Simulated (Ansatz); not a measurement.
# Ni (Im-3m) in Ansatz: a series of runs

Aim: see how the results for Ni move with the level of theory and the settings. Levels: LDA, PBEsol, RPBE. Tasks: relaxation of cell and atoms.

All numbers are computed with Ansatz 0.2.0; they aren't measurements. Logs are shortened: lines on timing, memory, paths and dates and some standing lists are left out, and cuts for length are marked.

## 1. The crystal as given

The structure is cubic, space group Im-3m (No. 229). Conventional cell: a = 2.767 Å, b = 2.767 Å, c = 2.767 Å, α = 90.00°, β = 90.00°, γ = 90.00°. Ni (site symmetry m-3m) is surrounded by 8 Ni at 2.40 Å.

This isn't the form of Ni at room conditions, which is fcc.

## 2. Relaxation of cell and atoms, LDA, collinear spin, ferromagnetic start

Contents of input.yaml:

```yaml
crystal:
  lattice:
    - [-1.38371547, 1.38371547, 1.38371547]
    - [1.38371547, -1.38371547, 1.38371547]
    - [1.38371547, 1.38371547, -1.38371547]
  atoms:
    - { symbol: Ni, position: [0.0, 0.0, 0.0], spin: 1.0 }
hamiltonian:
  xc: lda
  pseudopotentials: { kind: paw }
magnetization:
  spin_polarized: true
kpoints:
  mp_grid: { grid: [13, 13, 13] }
scf:
  occupations: { method: fermi_dirac, width: 0.05 }
output:
  forces: true
  stress: true
  eigenvalues: true
relax:
  f_tol: 0.01
  max_steps: 40
  cell: { stress_tol: 0.05 }
```

Potentials or basis: Ansatz PAW.

On the command line:

```bash
$ ansatz run input.yaml --threads 2 --pin off --max-ram 5632MiB --backend cpu --events-out ev --progress --plain --runs-dir out
```

The program printed:

```text
Warning: RAYON_NUM_THREADS=2 ignored (pool sized by the plan → 2); use --threads N
Engine: ansatz 0.2.0, x86_64-unknown-linux-gnu
Pseudopotentials: kind: paw
Pseudopotential: Ni, paw, valence charge 18, recommended cutoff 420 eV (normal), Ni.paw.azcp
Functional definition: SPW92
  exchange = slater_x
  correlation = pw_c
Crystal: 1 atoms, lattice volume = 10.597 Å³
Basis set: ecut = 420 eV, 201 PW (Γ)
Bands: 14, of which v1, the nominal top of the filled ones, is band 9 counted from 1 (8 counted from 0)
Symmetry: 48 space group operations
Space group: Im-3m (ITA 229), of the structure as read, at distance tolerance 2.2e-5 Å
Magnetic group: BNS 229.140 (UNI 1642), of the structure as read, at distance tolerance 2.2e-5 Å
k-points: 84 of 2197
Non-local potential: Ni, projectors of the file, l = 0: 3, l = 1: 2, l = 2: 3, l = 3: 1
PAW form: soft (Blöchl's): semilocal exchange-correlation on the pseudo side does not see the compensation charge
PAW frozen core: Ni, regenerated for the run's functional, and the local potential with it (the file was generated under x = pbe(κ = 0.804, μ = 0.2195149727645171), c = pbe(β = 0.06672455060314922))
PAW one-centre angular grid: Ni, 590 points (default); XC on 64 Gauss nodes
Initial density: superposition of atomic densities (chi_scale 0.1, normalization cell)
Starting moments: Σ|m| = 1 μB on 1 of 1 site
Initial wavefunctions: pseudopotential atomic-orbital guess
Functional: x = slater, c = lda
SCF iter   1: F=—  HF=-5772.456594 eV  |F-HF|=—  |Δ(HF+E_count)|=         —  Δρ=6.39e-2 (↑6.20e-2 ↓6.39e-2)  dr2=9.71e-1  dr2_m=5.40e-3  M=0.844 μB ∫|m|=0.886 μB  β_m=0.30  ethr=3.10e-3  ⟨swp⟩=5.7  Hψ=12198  notcnv=0
Mixer restart at iter 1: flushing history
preconditioner: auto → none  [metal: Δε(μ)=0.003 eV  Ē_g=16.306 eV  σ=0.050 eV  W_gap=0.01  n_scr=0 (ndim 8)  ℏωp=36.1 eV  f_vac=0.000  D(μ)=2.83/eV (n_scr^D=54)]
SCF iter   2: F=—  HF=-5772.238444 eV  |F-HF|=—  |Δ(HF+E_count)|=   2.18e-1  Δρ=5.09e-2 (↑3.34e-2 ↓5.09e-2)  dr2=3.48e-1  dr2_m=1.65e-2  M=0.762 μB ∫|m|=0.815 μB  β_m=0.24  ethr=3.10e-3  ⟨swp⟩=2.9  Hψ=5350  notcnv=0  defer=65
SCF iter   3: F=—  HF=-5772.429299 eV  |F-HF|=—  |Δ(HF+E_count)|=   1.91e-1  Δρ=2.22e-2 (↑9.37e-3 ↓2.22e-2)  dr2=2.62e-2  dr2_m=1.29e-2  M=0.762 μB ∫|m|=0.813 μB  β_m=0.52  ethr=1.93e-3  ⟨swp⟩=2.6  Hψ=4038  notcnv=0  defer=64
SCF iter   4: F=—  HF=-5773.108496 eV  |F-HF|=—  |Δ(HF+E_count)|=         —  Δρ=4.07e-2 (↑9.70e-3 ↓4.07e-2)  dr2=7.04e-2  dr2_m=5.63e-2  M=0.619 μB ∫|m|=0.662 μB  β_m=0.62  ethr=1.46e-4  ⟨swp⟩=3.0  Hψ=4690  notcnv=0  defer=70
Mixer restart at iter 4: flushing history
SCF iter   5: F=—  HF=-5773.266892 eV  |F-HF|=—  |Δ(HF+E_count)|=   1.58e-1  Δρ=3.36e-2 (↑3.36e-2 ↓8.53e-3)  dr2=8.58e-2  dr2_m=1.87e-2  M=0.595 μB ∫|m|=0.637 μB  β_m=0.56  ethr=1.46e-4  ⟨swp⟩=2.9  Hψ=5972  notcnv=0  defer=79
SCF iter   6: F=—  HF=-5773.253609 eV  |F-HF|=—  |Δ(HF+E_count)|=   1.33e-2  Δρ=3.34e-2 (↑1.19e-2 ↓3.34e-2)  dr2=1.18e-1  dr2_m=1.30e-2  M=0.580 μB ∫|m|=0.619 μB  β_m=0.26  ethr=1.46e-4  ⟨swp⟩=2.8  Hψ=5494  notcnv=0  defer=81
SCF iter   7: F=—  HF=-5773.253701 eV  |F-HF|=—  |Δ(HF+E_count)|=   9.27e-5  Δρ=7.66e-3 (↑5.03e-3 ↓7.66e-3)  dr2=7.37e-4  dr2_m=3.85e-3  M=0.571 μB ∫|m|=0.610 μB  β_m=0.49  ethr=1.46e-4  ⟨swp⟩=3.0  Hψ=5109  notcnv=0  defer=82
SCF iter   8: F=—  HF=-5773.259303 eV  |F-HF|=—  |Δ(HF+E_count)|=   5.60e-3  Δρ=1.32e-3 (↑1.10e-3 ↓1.32e-3)  dr2=6.39e-6  dr2_m=1.41e-4  M=0.552 μB ∫|m|=0.590 μB  β_m=0.75  ethr=4.09e-6  ⟨swp⟩=2.0  Hψ=3928  notcnv=0  defer=85
SCF iter   9: F=—  HF=-5773.259222 eV  |F-HF|=—  |Δ(HF+E_count)|=   8.14e-5  Δρ=1.06e-3 (↑1.06e-3 ↓8.31e-4)  dr2=2.12e-4  dr2_m=2.54e-6  M=0.549 μB ∫|m|=0.586 μB  β_m=0.75  ethr=3.55e-8  ⟨swp⟩=2.1  Hψ=3963  notcnv=0  defer=85
SCF iter  10: F=—  HF=-5773.259309 eV  |F-HF|=—  |Δ(HF+E_count)|=   8.68e-5  Δρ=1.47e-4 (↑3.86e-5 ↓1.47e-4)  dr2=1.67e-6  dr2_m=4.58e-7  M=0.550 μB ∫|m|=0.587 μB  β_m=0.77  ethr=3.55e-8  ⟨swp⟩=2.0  Hψ=3945  notcnv=0  defer=85
SCF iter  11: F=—  HF=-5773.259310 eV  |F-HF|=—  |Δ(HF+E_count)|=   1.61e-6  Δρ=4.32e-5 (↑4.32e-5 ↓7.59e-6)  dr2=1.07e-7  dr2_m=4.89e-8  M=0.551 μB ∫|m|=0.587 μB  β_m=0.89  ethr=9.30e-9  ⟨swp⟩=2.1  Hψ=3239  notcnv=0  defer=85
SCF iter  12: F=—  HF=-5773.259311 eV  |F-HF|=—  |Δ(HF+E_count)|=   3.64e-8  Δρ=9.77e-6 (↑1.83e-6 ↓9.77e-6)  dr2=8.11e-9  dr2_m=1.71e-9  M=0.551 μB ∫|m|=0.587 μB  β_m=0.93  ethr=5.97e-10  ⟨swp⟩=2.2  Hψ=3351  notcnv=0  defer=85
SCF iter  13: F=-5773.259311 eV  HF=-5773.259311 eV  |F-HF|=1.66e-10  |Δ(HF+E_count)|=   2.01e-9  Δρ=1.17e-6 (↑1.17e-6 ↓6.15e-7)  dr2=2.07e-10  dr2_m=8.03e-12  M=0.551 μB ∫|m|=0.587 μB  ethr=4.50e-11  ⟨swp⟩=3.8  Hψ=8192  notcnv=0
SCF 1 converged in 13 iterations: F = -5773.259311 eV  dr2 = 2.07e-10
[... 88 lines left out ...]
SCF iter   3: F=—  HF=-5773.277017 eV  |F-HF|=—  |Δ(HF+E_count)|=   3.60e-6  Δρ=6.15e-5 (↑2.67e-5 ↓6.15e-5)  dr2=2.40e-7  dr2_m=3.77e-8  M=0.245 μB ∫|m|=0.264 μB  β_m=0.43  ethr=3.65e-8  ⟨swp⟩=2.1  Hψ=3273  notcnv=0
SCF iter   4: F=—  HF=-5773.277018 eV  |F-HF|=—  |Δ(HF+E_count)|=   7.62e-7  Δρ=3.64e-5 (↑3.64e-5 ↓1.61e-5)  dr2=4.82e-8  dr2_m=5.82e-8  M=0.245 μB ∫|m|=0.264 μB  β_m=0.71  ethr=1.33e-9  ⟨swp⟩=1.0  Hψ=2414  notcnv=0
SCF iter   5: F=—  HF=-5773.277018 eV  |F-HF|=—  |Δ(HF+E_count)|=   4.32e-7  Δρ=2.78e-5 (↑2.78e-5 ↓2.08e-5)  dr2=1.40e-7  dr2_m=1.34e-9  M=0.245 μB ∫|m|=0.264 μB  β_m=0.75  ethr=2.68e-10  ⟨swp⟩=1.5  Hψ=2657  notcnv=0
SCF iter   6: F=—  HF=-5773.277019 eV  |F-HF|=—  |Δ(HF+E_count)|=   1.45e-7  Δρ=1.26e-5 (↑1.01e-5 ↓1.26e-5)  dr2=3.13e-8  dr2_m=1.84e-10  M=0.245 μB ∫|m|=0.264 μB  β_m=0.87  ethr=2.68e-10  ⟨swp⟩=2.1  Hψ=3250  notcnv=0
SCF iter   7: F=—  HF=-5773.277019 eV  |F-HF|=—  |Δ(HF+E_count)|=   8.68e-8  Δρ=1.28e-5 (↑1.17e-5 ↓1.28e-5)  dr2=1.07e-10  dr2_m=1.38e-8  M=0.245 μB ∫|m|=0.264 μB  β_m=0.94  ethr=1.74e-10  ⟨swp⟩=2.3  Hψ=3584  notcnv=0
SCF iter   8: F=—  HF=-5773.277019 eV  |F-HF|=—  |Δ(HF+E_count)|=  6.80e-10  Δρ=1.02e-5 (↑1.02e-5 ↓6.80e-6)  dr2=7.25e-10  dr2_m=6.61e-9  M=0.245 μB ∫|m|=0.264 μB  β_m=0.97  ethr=1.00e-12  ⟨swp⟩=2.2  Hψ=3999  notcnv=0
SCF iter   9: F=—  HF=-5773.277019 eV  |F-HF|=—  |Δ(HF+E_count)|=  2.64e-10  Δρ=1.99e-6 (↑1.99e-6 ↓1.32e-6)  dr2=3.10e-11  dr2_m=2.47e-10  M=0.245 μB ∫|m|=0.264 μB  β_m=0.98  ethr=1.00e-12  ⟨swp⟩=1.7  Hψ=3245  notcnv=0
SCF iter  10: F=—  HF=-5773.277019 eV  |F-HF|=—  |Δ(HF+E_count)|=  8.19e-12  Δρ=7.36e-8 (↑7.36e-8 ↓2.93e-8)  dr2=1.20e-13  dr2_m=2.26e-13  M=0.245 μB ∫|m|=0.264 μB  β_m=0.95  ethr=1.00e-12  ⟨swp⟩=1.5  Hψ=2697  notcnv=0
SCF iter  11: F=-5773.277019 eV  HF=-5773.277019 eV  |F-HF|=9.09e-13  |Δ(HF+E_count)|=  1.82e-12  Δρ=3.49e-8 (↑2.81e-8 ↓3.49e-8)  dr2=2.29e-13  dr2_m=1.32e-15  M=0.245 μB ∫|m|=0.264 μB  ethr=1.00e-12  ⟨swp⟩=3.4  Hψ=8570  notcnv=0
SCF 6 converged in 11 iterations: F = -5773.277019 eV  dr2 = 2.29e-13
relax step   6: F+E_penalty+E_count = -5773.27701863 eV  Δ(F+E_penalty+E_count) = +3.307e-4 eV  max|allowed force component| = 0.000e0 eV/Å  Δτ_max = 0.0000 Å  P = -0.023 GPa  Ω = 10.057 Å³  stress off target by 2.26e-2 GPa  SCF on the basis re-selected at this cell (its energy is not comparable with the rows above)  (11 SCF iters)
basis re-selected at this cell: Δ(F+E_penalty+E_count) = +3.307e-4 eV, ΔP = -0.007 GPa vs the last step (what re-selecting the basis moved, of the pressure what is left beyond the Pulay correction that the steps carried, after the strain that the cell walked since its last selection, with what the two solves' SCF thresholds leave and, on support functions, any second-order correction that the steps lacked; it is no measure of the basis error at this ecutwfc). The dense FFT grid was sized anew with the basis: this SCF ran on 16×16×16 points, the steps before it on 18×18×18, so part of this shift can come from that change (see relax.cell in the input reference). This SCF's stress stands 2.26e-2 GPa from its target on what of the cell is left free (relax.cell.stress_tol is 5.00e-2 GPa) and its largest allowed force component is 0.00e0 eV/Å (relax.f_tol is 1.00e-2 eV/Å): within both
SCF converged after 11 iterations
Magnetization: 0.2449 μB (9.1225 up, 8.8775 down)
Absolute magnetization: 0.2642 μB (∫|ρ↑−ρ↓|, with the PAW one-centre terms)
Spin contamination: 0.0014 ħ² per cell (⟨S²⟩ above its minimum at these occupations)
Per-site moments (μB) at R_I (Å): [(0.25377324084837216, 0.9715367875233688)]
Free energy (F): -5773.277019 eV
Harris-Foulkes:  -5773.277019 eV  (|F-HF|=9.09e-13)
Internal energy: -5773.262510 eV  (E = F + TS)
E sigma→0 (E₀):  -5773.269764 eV
Entropy (-TS):   -0.014509 eV (-14.509 meV/atom)
Fermi energy:    19.389562 eV
--- Per-component energies (eV) ---
  E_band       = -256.877819
  E_kinetic    = 284.779508
  E_local      = -3309.987940  (includes V_loc(G=0)·N_el)
  E_nonlocal   = 638.697122
  E_hartree    = 1382.593078
  E_xc         = -85.333727
  E_vxc        = -110.481051  (∫ρ·V_xc dr)
  E_paw        = -1562.882421  (= ΣΔE_a)
  E_vpaw       = -525.072115  (= ΣTr[D̂ρ^β])
  E_aug_tail   = 0.000464  (compensation charges beyond the density's cutoff)
  E_ewald      = -3121.562714
  E_core_change = 0.434120  (= ΣΔE_core)
  E_smearing   = -0.014509  (= −TS)
  E_closure    = -0.000000  (closes the sum)
  Σ components = -5773.277019   (vs F -5773.277019, Δ=0.00e0)
--- Forces (eV/Å), atoms counted from 1 ---
  atom   1  Ni    -0.00000000     0.00000000     0.00000000
  max |Σ_I F_I| component: 8.22e-33 eV/Å
--- Stress (GPa, compression-positive) ---
       -0.022616       0.000000      -0.000000
        0.000000      -0.022616       0.000000
        0.000000      -0.000000      -0.022616
  P = ⅓ Tr σ = -0.0226 GPa (-0.226 kbar)
--- Band table (eV; the first three rows and the last of 168) ---
  k-point 0 ↑: bands = ["-83.0597", "-43.7022", "-43.7022", "-43.7022", "9.9129", "17.0916", "17.0916", "17.0916", "18.6693", "18.6693", "46.5188", "46.5188", "46.5188", "51.7658"]
  k-point 1 ↑: bands = ["-83.0566", "-43.7202", "-43.7083", "-43.7021", "10.1726", "17.0271", "17.0855", "17.2188", "18.6046", "18.6745", "44.6898", "46.0643", "46.2334", "50.6006"]
  k-point 2 ↑: bands = ["-83.0479", "-43.7698", "-43.7252", "-43.7019", "10.9265", "16.8508", "17.0438", "17.5819", "18.4766", "18.6923", "41.0111", "44.5630", "45.6397", "47.7676"]
  k-point 83 ↓: bands = ["-82.6584", "-43.6328", "-43.6300", "-43.6300", "15.0465", "15.0565", "19.6354", "19.6354", "19.7047", "28.7255", "29.8990", "29.8990", "36.0647", "36.6990"]
--- Relaxed structure (5 steps of the walk, 5 accepted, 1 SCFs on fresh bases) ---
  F+E_penalty+E_count = -5773.27701863 eV   max|allowed force component| = 0.000e0 eV/Å   (the final SCF, on the basis selected at the relaxed cell)
  cell:  # Å, volume = 10.0574 Å³
    - [-1.3597988504345244, 1.3597988504345244, 1.3597988504345244]
    - [1.3597988504345244, -1.3597988504345244, 1.3597988504345244]
    - [1.3597988504345244, 1.3597988504345244, -1.3597988504345244]
  atoms:
    - { symbol: Ni, position: [0.0, 0.0, 0.0] }
```

Wall time 6.6 s (2 threads of Intel Xeon Platinum 8488C (Sapphire Rapids), shared host); peak memory 0.35 GiB.

Results:

```yaml
Free_energy: -5773.2770 eV
Relaxed_volume: 10.06 Å³/atom
Relaxed_cell: a = 2.355 Å, b = 2.355 Å, c = 2.355 Å, α = 109.47°, β = 109.47°, γ = 109.47°
Space_group_after_relaxing_to_0.05_Å: Im-3m (No. 229)
Energy_gained_by_relaxing: 17.7 meV/atom
Ionic_steps: 6
Pressure_after_relaxing: 0.0 GPa
Band_gap_on_the_k_mesh: none (metal or under the smearing width)
Net_moment: 0.24 μB per cell
Absolute_moment: 0.26 μB per cell
Site_moments: Ni +0.25 μB
```

The path:
| step | energy change (eV) | largest force (eV/Å) | volume (Å³) |
| --- | --- | --- | --- |
| 1 | 0.0000 | 0.0000 | 10.60 |
| 2 | -0.0124 | 0.0000 | 10.35 |
| 3 | -0.0180 | 0.0000 | 10.07 |
| 4 | -0.0180 | 0.0000 | 10.05 |
| 5 | -0.0180 | 0.0000 | 10.06 |
| 6 | -0.0177 | 0.0000 | 10.06 |

Final structure:
```
Ni
1.0
    -1.35980    1.35980    1.35980
     1.35980   -1.35980    1.35980
     1.35980    1.35980   -1.35980
Ni
1
Direct
  0.00000 0.00000 0.00000
```

Caveat: the plane-wave basis is chosen anew once the cell has moved, so the energies of steps on either side of that aren't comparable; the PAW data sets come from PBE, with cores solved anew for the run's functional, which leaves a small shift of forces and pressure.

## 3. Relaxation of cell and atoms, PBEsol, collinear spin, ferromagnetic start

Edit input.yaml of step 2 so:

```diff
@@ -8,3 +8,3 @@
 hamiltonian:
-  xc: lda
+  xc: pbesol
   pseudopotentials: { kind: paw }
@@ -20,2 +20,6 @@
   eigenvalues: true
+  write_density: true
+  write_potential: true
+  elf: true
+  volumetric_format: npy
 relax:
```

Potentials or basis: Ansatz PAW.

On the command line:

```bash
$ ansatz run input.yaml --threads 2 --pin off --max-ram 5632MiB --backend cpu --events-out ev --progress --plain --runs-dir out
```

Run time: 4 s. Hardware: 2 threads of Intel Xeon Platinum 8488C (Sapphire Rapids), shared host; peak memory 0.36 GiB.

The run converged. Its results:

```yaml
Free_energy: -5804.8728 eV
Relaxed_volume: 10.48 Å³/atom
Relaxed_cell: a = 2.388 Å, b = 2.388 Å, c = 2.388 Å, α = 109.47°, β = 109.47°, γ = 109.47°
Space_group_after_relaxing_to_0.05_Å: Im-3m (No. 229)
Energy_gained_by_relaxing: 0.9 meV/atom
Ionic_steps: 4
Pressure_after_relaxing: 0.0 GPa
Band_gap_on_the_k_mesh: none (metal or under the smearing width)
Net_moment: 0.58 μB per cell
Absolute_moment: 0.64 μB per cell
Site_moments: Ni +0.61 μB
```

Step by step:
```tsv
step	energy change (eV)	largest force (eV/Å)	volume (Å³)
1	0.0000	0.0000	10.60
2	-0.0007	0.0000	10.54
3	-0.0010	0.0000	10.48
4	-0.0009	0.0000	10.48
```

Final structure:
```xyz
1
Lattice="-1.3784 1.3784 1.3784 1.3784 -1.3784 1.3784 1.3784 1.3784 -1.3784" Properties=species:S:1:pos:R:3 pbc="T T T"
Ni    0.0000    0.0000    0.0000
```

Levels at points of the mesh, in eV from the Fermi level:
Spin up:
```csv
k point,band 6,band 7,band 8,band 9,band 10,band 11,band 12,band 13
"(0.00, 0.00, 0.00)",-2.41,-2.41,-2.41,-0.92,-0.92,26.58,26.58,26.58
```
Spin down:
| k point | band 6 | band 7 | band 8 | band 9 | band 10 | band 11 | band 12 | band 13 |
| --- | --- | --- | --- | --- | --- | --- | --- | --- |
| (0.00, 0.00, 0.00) | -1.73 | -1.73 | -1.73 | -0.37 | -0.37 | 26.52 | 26.52 | 26.52 |

Caveat: the plane-wave basis is chosen anew once the cell has moved, so the energies of steps on either side of that aren't comparable; the PAW data sets come from PBE, with cores solved anew for the run's functional, which leaves a small shift of forces and pressure.

## 4. Relaxation of cell and atoms, RPBE, collinear spin, ferromagnetic start

Edit input.yaml of step 3 so:

```diff
@@ -8,3 +8,3 @@
 hamiltonian:
-  xc: pbesol
+  xc: rpbe
   pseudopotentials: { kind: paw }
@@ -20,6 +20,2 @@
   eigenvalues: true
-  write_density: true
-  write_potential: true
-  elf: true
-  volumetric_format: npy
 relax:
```

On the command line:

```bash
$ ansatz run input.yaml --threads 2 --pin off --max-ram 5632MiB --backend cpu --events-out ev --progress --plain --runs-dir out
```

Run time: 6.4 s. Hardware: 2 threads of Intel Xeon Platinum 8488C (Sapphire Rapids), shared host; peak memory 0.36 GiB.

It converged, with:

- Free energy: -5844.6475 eV
- Relaxed volume: 11.33 Å³/atom
- Relaxed cell: a = 2.451 Å, b = 2.451 Å, c = 2.451 Å, α = 109.47°, β = 109.47°, γ = 109.47°
- Space group after relaxing (to 0.05 Å): Im-3m (No. 229)
- Energy gained by relaxing: 29.1 meV/atom
- Ionic steps: 7
- Pressure after relaxing: 0.0 GPa
- Band gap on the k mesh: none (metal or under the smearing width)
- Net moment: 0.62 μB per cell
- Absolute moment: 0.70 μB per cell
- Site moments: Ni +0.66 μB

Step by step:
| step | energy change (eV) | largest force (eV/Å) | volume (Å³) |
| --- | --- | --- | --- |
| 1 | 0.0000 | 0.0000 | 10.60 |
| 2 | -0.0207 | 0.0000 | 10.93 |
| 3 | -0.0287 | 0.0000 | 11.29 |
| 4 | -0.0288 | 0.0000 | 11.33 |
| 5 | -0.0291 | 0.0000 | 11.33 |
| 6 | -0.0291 | 0.0000 | 11.33 |
| 7 | -0.0291 | 0.0000 | 11.33 |

Final structure:
```
Ni
1.0
    -1.41489    1.41489    1.41489
     1.41489   -1.41489    1.41489
     1.41489    1.41489   -1.41489
Ni
1
Cartesian
  0.0000 0.0000 0.0000
```

Levels at points of the mesh, in eV from the Fermi level:
Spin up:
```tsv
k point	band 7	band 8	band 9	band 10	band 11	band 12
(0.00, 0.00, 0.00)	-2.26	-2.26	-0.92	-0.92	25.79	25.79
```
Spin down:
```tsv
k point	band 6	band 7	band 8	band 9	band 10	band 11	band 12	band 13
(0.00, 0.00, 0.00)	-1.50	-1.50	-1.50	-0.34	-0.34	25.65	25.65	25.65
```

Caveat: the plane-wave basis is chosen anew once the cell has moved, so the energies of steps on either side of that aren't comparable; the PAW data sets come from PBE, with cores solved anew for the run's functional, which leaves a small shift of forces and pressure.

## 5. The runs side by side

```tsv
level	gap on the mesh (eV)	pressure (GPa)	moment (μB)	relaxed volume (Å³/atom)
LDA	none	0.0	0.24	10.06
PBEsol	none	0.0	0.58	10.48
RPBE	none	0.0	0.62	11.33
```

Alike in all rows: task relaxation of cell and atoms; potentials or basis Ansatz PAW; spin collinear, ferromagnetic start; cell relaxed; k mesh 13 × 13 × 13; cutoff (eV) 420; smearing fermi-dirac 0.05 eV.

Caveats: the plane-wave basis is chosen anew once the cell has moved, so the energies of steps on either side of that aren't comparable; the PAW data sets come from PBE, with cores solved anew for the run's functional, which leaves a small shift of forces and pressure.

Absolute energies hang on the potentials; compare differences alone.
